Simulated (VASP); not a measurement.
# W (Im-3m) in VASP: elastic constants with LDA

Aim: the elastic constants of W with LDA.

Everything below comes from runs of VASP 6.6.1. Logs are shortened: lines on timing, memory, paths and dates and some standing lists are left out, and cuts for length are marked.

### 1 The crystal as given

The structure is cubic, space group Im-3m (No. 229). Conventional cell: a = 3.201 Å, b = 3.201 Å, c = 3.201 Å, α = 90.00°, β = 90.00°, γ = 90.00°. W (site symmetry m-3m) is surrounded by 8 W at 2.77 Å.

### 2 Elastic constants, LDA

Input file POSCAR:

```
W
1.0
   -1.6007500000      1.6007500000      1.6007500000
    1.6007500000     -1.6007500000      1.6007500000
    1.6007500000      1.6007500000     -1.6007500000
W
1
Direct
    0.0000000000      0.0000000000      0.0000000000
```

Input file INCAR.step1:

```
SYSTEM = W
  ALGO = Normal
  EDIFF = 1E-8
  EDIFFG = -0.002
  ENCUT = 600
  IBRION = 2
  ISIF = 3
  ISMEAR = 0
  LASPH = .True.
  LCHARG = .False.
  LREAL = .False.
  LWAVE = .False.
  NELM = 80
  NSW = 40
  PREC = Accurate
  SIGMA = 0.1
```

Input file INCAR.step2:

```
SYSTEM = W
  ALGO = Normal
  EDIFF = 1E-8
  ENCUT = 600
  IBRION = 6
  ISIF = 3
  ISMEAR = 0
  LASPH = .True.
  LCHARG = .False.
  LREAL = .False.
  LWAVE = .False.
  NELM = 80
  NFREE = 2
  NSW = 1
  POTIM = 0.015
  PREC = Accurate
  SIGMA = 0.1
```

Input file KPOINTS:

```
k-points
0
Gamma
  24 24 24
  0 0 0
```

Potentials or basis: VASP PAW LDA potentials, release 64 (W_sv).

Run with:

```console
$ cat potpaw_LDA.64/W_sv/POTCAR > POTCAR
$ cp INCAR.step1 INCAR
$ mpirun -np 1 vasp_std > vasp.out
$ cp CONTCAR POSCAR
$ cp INCAR.step2 INCAR
$ mpirun -np 1 vasp_std > vasp.out
```

OUTCAR:

```text
SYSTEM = W
   EDIFF = 1E-8
   ENCUT = 600
   IBRION = 6
   ISIF = 3
   ISMEAR = 0
   LASPH = .True.
   LREAL = .False.
   NELM = 80
   NFREE = 2
   NSW = 1
   POTIM = 0.015
   PREC = Accurate

 ion  position               nearest neighbor table
   1  0.000  0.000  0.000-

  LATTYP: Found a body centered cubic cell.
 ALAT       =     3.1412625352

  Lattice vectors:

 A1 = (  -1.5706312676,   1.5706312676,   1.5706312676)
 A2 = (   1.5706312676,  -1.5706312676,   1.5706312676)
 A3 = (   1.5706312676,   1.5706312676,  -1.5706312676)

Analysis of symmetry for initial positions (statically):
=====================================================================
 Subroutine PRICEL returns:
 Original cell was already a primitive cell.

 Routine SETGRP: Setting up the symmetry group for a
 body centered cubic supercell.

 Subroutine GETGRP returns: Found 48 space group operations
 (whereof 48 operations were pure point group operations)
 out of a pool of 48 trial point group operations.

The static configuration has the point symmetry O_h .

Analysis of symmetry for dynamics (positions and initial velocities):
=====================================================================
 Subroutine PRICEL returns:
 Original cell was already a primitive cell.

 Routine SETGRP: Setting up the symmetry group for a
 body centered cubic supercell.

 Subroutine GETGRP returns: Found 48 space group operations
 (whereof 48 operations were pure point group operations)
 out of a pool of 48 trial point group operations.

The dynamic configuration has the point symmetry O_h .

 Subroutine INISYM returns: Found 48 space group operations
 (whereof 48 operations are pure point group operations),
 and found     1 'primitive' translations

----------------------------------------------------------------------------------------

                                     Primitive cell

  volume of cell :      15.4983

  direct lattice vectors                    reciprocal lattice vectors
    -1.570631268  1.570631268  1.570631268     0.000000000  0.318343338  0.318343338
     1.570631268 -1.570631268  1.570631268     0.318343338  0.000000000  0.318343338
     1.570631268  1.570631268 -1.570631268     0.318343338  0.318343338  0.000000000

  length of vectors
     2.720413155  2.720413155  2.720413155     0.450205466  0.450205466  0.450205466

  position of ions in fractional coordinates (direct lattice)
     0.000000000  0.000000000  0.000000000

  ion indices of the primitive-cell ions
   primitive index   ion index
                 1           1

----------------------------------------------------------------------------------------

 KPOINTS: k-points

Automatic generation of k-mesh.
 Grid dimensions read from file:
 generate k-points for:   24   24   24

 Generating k-lattice:

  Cartesian coordinates                     Fractional coordinates (reciprocal lattice)
     0.000000000  0.013264306  0.013264306     0.041666667  0.000000000  0.000000000
     0.013264306  0.000000000  0.013264306     0.000000000  0.041666667  0.000000000
     0.013264306  0.013264306  0.000000000     0.000000000  0.000000000  0.041666667

  Length of vectors
     0.018758561  0.018758561  0.018758561

[... 100 lines left out ...]
  ext. energy  EPLUGINS =         0.00000000
  ---------------------------------------------------
  free energy    TOTEN  =       -14.10767474 eV

  energy without entropy =      -14.10574715  energy(sigma->0) =      -14.10671095

------------------------ aborting loop because EDIFF is reached ----------------------------------------

  FORCE on cell =-STRESS in cart. coord.  units (eV):
  Direction    XX          YY          ZZ          XY          YZ          ZX
  --------------------------------------------------------------------------------------
  -------------------------------------------------------------------------------------
  Total       -0.0003911     -0.0003911     -0.0003911     -0.0000000      0.0000000      0.0000000
  in kB       -0.0404320     -0.0404320     -0.0404320     -0.0000000      0.0000000      0.0000000
  external PRESSURE =      -0.0404320 kB  Pullay stress =       0.0000000 kB
[... 86 lines left out ...]
  FREE ENERGIE OF THE ION-ELECTRON SYSTEM (eV)
  ---------------------------------------------------
  free  energy   TOTEN  =       -14.1011974989 eV

  energy  without entropy=      -14.0992330228  energy(sigma->0) =      -14.10021526

[... ionic steps 4 to 12 ...]

--------------------------------------- Ionic step       13  -------------------------------------------

 number of electron      14.0000000 magnetization

------------------------ aborting loop because EDIFF is reached ----------------------------------------
[... 65 lines left out ...]
--------------------------------------- Ionic step       15  -------------------------------------------

 number of electron      14.0000000 magnetization

 Free energy of the ion-electron system (eV)
  ---------------------------------------------------
  ext. energy  EPLUGINS =         0.00000000
  ---------------------------------------------------
  free energy    TOTEN  =       -14.10767466 eV

  energy without entropy =      -14.10574707  energy(sigma->0) =      -14.10671086

 E-fermi :  11.7205     XC(G=0): -13.9565

 val. band max:       11.7130896009   @ k =  -0.4583   0.4583   0.2083
 cond. band min:      11.7235972228   @ k =  -0.1667   0.2500   0.0833
 fundamental gap:      0.0105076218
 Fermi energy:        11.7204984031

 k-point     1 :       0.0000    0.0000    0.0000
  band No.  band energies     occupation
      1     -62.0699      2.00000
      2     -25.8421      2.00000
      3     -25.8421      2.00000
      4     -25.8421      2.00000
      5       1.9824      2.00000
      6      10.3499      2.00000
      7      10.3499      2.00000
      8      10.3499      2.00000
      9      13.8907      0.00000
     10      13.8907      0.00000
     11      26.2754      0.00000
[... 309 lines left out ...]
 k-point    24 :       0.4583    0.0417    0.0000
  band No.  band energies     occupation
      1     -61.9169      2.00000
      2     -27.2396      2.00000
      3     -26.3045      2.00000
      4     -25.8616      2.00000
      5       5.3123      2.00000
      6       7.9800      2.00000
      7      12.2980      0.00000
      8      13.7947      0.00000
      9      14.8976      0.00000
     10      18.0224      0.00000
     11      23.0578      0.00000

 [... further k-points ...]

------------------------ aborting loop because EDIFF is reached ----------------------------------------

  FORCE on cell =-STRESS in cart. coord.  units (eV):
  Direction    XX          YY          ZZ          XY          YZ          ZX
  --------------------------------------------------------------------------------------
  -------------------------------------------------------------------------------------
  Total       -0.0001752     -0.0001752     -0.0001752     -0.0000000     -0.0000000      0.0000000
  in kB       -0.0181077     -0.0181077     -0.0181077     -0.0000000     -0.0000000      0.0000000
  external PRESSURE =      -0.0181077 kB  Pullay stress =       0.0000000 kB
[... 16 lines left out ...]
  FREE ENERGIE OF THE ION-ELECTRON SYSTEM (eV)
  ---------------------------------------------------
  free  energy   TOTEN  =       -14.1076746606 eV

  energy  without entropy=      -14.1057470693  energy(sigma->0) =      -14.10671086

 INTERNAL STRAIN TENSORS FROM STRAINED CELLS
 ============================================

 INTERNAL STRAIN TENSOR FOR ION    1 for displacements in x,y,z  (eV/Angst):
          X           Y           Z          XY          YZ          ZX
  --------------------------------------------------------------------------------
  x     0.00000    -0.00000    -0.00000    -0.00000     0.00000     0.00000
  y     0.00000     0.00000    -0.00000     0.00000    -0.00000     0.00000
  z    -0.00000    -0.00000     0.00000    -0.00000    -0.00000     0.00000

 INTERNAL STRAIN TENSORS FROM DISPLACED ATOMS
 ============================================

 INTERNAL STRAIN TENSOR FOR ION    1 for displacements in x,y,z  (eV/Angst):
          X           Y           Z          XY          YZ          ZX
  --------------------------------------------------------------------------------
  x     0.00000     0.00000     0.00000     0.00000     0.00000     0.00000
  y     0.00000     0.00000     0.00000     0.00000     0.00000     0.00000
  z     0.00000     0.00000     0.00000     0.00000     0.00000     0.00000

 Eigenvectors and eigenvalues of the dynamical matrix
 ----------------------------------------------------

   1 f/i=    0.000000 THz     0.000000 2PiTHz    0.000000 cm-1     0.000000 meV
             X         Y         Z           dx          dy          dz
      0.000000  0.000000  0.000000     0.129339   -0.991600    0.000000

   2 f/i=    0.000000 THz     0.000000 2PiTHz    0.000000 cm-1     0.000000 meV
             X         Y         Z           dx          dy          dz
      0.000000  0.000000  0.000000     0.000000    0.000000    1.000000

   3 f/i=    0.000000 THz     0.000000 2PiTHz    0.000000 cm-1     0.000000 meV
             X         Y         Z           dx          dy          dz
      0.000000  0.000000  0.000000     0.991600    0.129339    0.000000

--------------------------------------------------------------------------------------------------------

 ELASTIC MODULI CONTR FROM IONIC RELAXATION (kBar)
 Direction    XX          YY          ZZ          XY          YZ          ZX
 --------------------------------------------------------------------------------
 XX           0.0000      0.0000      0.0000      0.0000      0.0000      0.0000
 YY           0.0000      0.0000      0.0000      0.0000      0.0000      0.0000
 ZZ           0.0000      0.0000      0.0000      0.0000      0.0000      0.0000
 XY           0.0000      0.0000      0.0000      0.0000      0.0000      0.0000
 YZ           0.0000      0.0000      0.0000      0.0000      0.0000      0.0000
 ZX           0.0000      0.0000      0.0000      0.0000      0.0000      0.0000
 --------------------------------------------------------------------------------

 TOTAL ELASTIC MODULI (kBar)
 Direction    XX          YY          ZZ          XY          YZ          ZX
 --------------------------------------------------------------------------------
 XX        5746.3433   2159.0283   2159.0283      0.0000     -0.0000     -0.0000
 YY        2159.0283   5746.3433   2159.0283      0.0000     -0.0000     -0.0000
 ZZ        2159.0283   2159.0283   5746.3433     -0.0000      0.0000      0.0000
 XY           0.0000      0.0000     -0.0000   1557.6021      0.0000      0.0000
 YZ          -0.0000     -0.0000      0.0000      0.0000   1557.6021      0.0000
 ZX          -0.0000     -0.0000      0.0000      0.0000      0.0000   1557.6021
 --------------------------------------------------------------------------------
```

Wall time 19 min (1 thread of Intel Xeon 6975P-C (Granite Rapids), shared host); peak memory 1.3 GiB.

Results:

| Quantity | Value |
| --- | --- |
| Relaxed volume | 15.50 Å³/atom |
| Relaxed cell | a = 2.720 Å, b = 2.720 Å, c = 2.720 Å, α = 109.47°, β = 109.47°, γ = 109.47° |
| Space group after relaxing (to 0.05 Å) | Im-3m (No. 229) |
| Elastic constants C11, C12, C44 | 575, 216, 156 GPa |
| Voigt bulk modulus | 335 GPa |

The path:
```csv
step,energy change (eV),largest force (eV/Å),pressure (GPa),volume (Å³)
1,0.0000,0.0000,-16.93,16.41
2,0.7437,0.0000,105.41,12.63
3,-0.0500,0.0000,-1.77,15.58
4,-0.0504,0.0000,-0.41,15.52
5,-0.0504,0.0000,0.01,15.50
```

Final structure:
```yaml
crystal:
  lattice:
    - [-1.57063, 1.57063, 1.57063]
    - [1.57063, -1.57063, 1.57063]
    - [1.57063, 1.57063, -1.57063]
  atoms:
    - { symbol: W, position: [0.00000, 0.00000, 0.00000] }
```

Elastic tensor in Voigt notation (GPa, in the Cartesian axes of the cell as first typed):
```
575 216 216   0   0   0
216 575 216   0   0   0
216 216 575   0   0   0
  0   0   0 156   0   0
  0   0   0   0 156   0
  0   0   0   0   0 156
```

Clamped-ion elastic tensor (GPa):
```
575 216 216   0   0   0
216 575 216   0   0   0
216 216 575   0   0   0
  0   0   0 156   0   0
  0   0   0   0 156   0
  0   0   0   0   0 156
```

The run has no spin-orbit coupling, so splittings on W are missing.
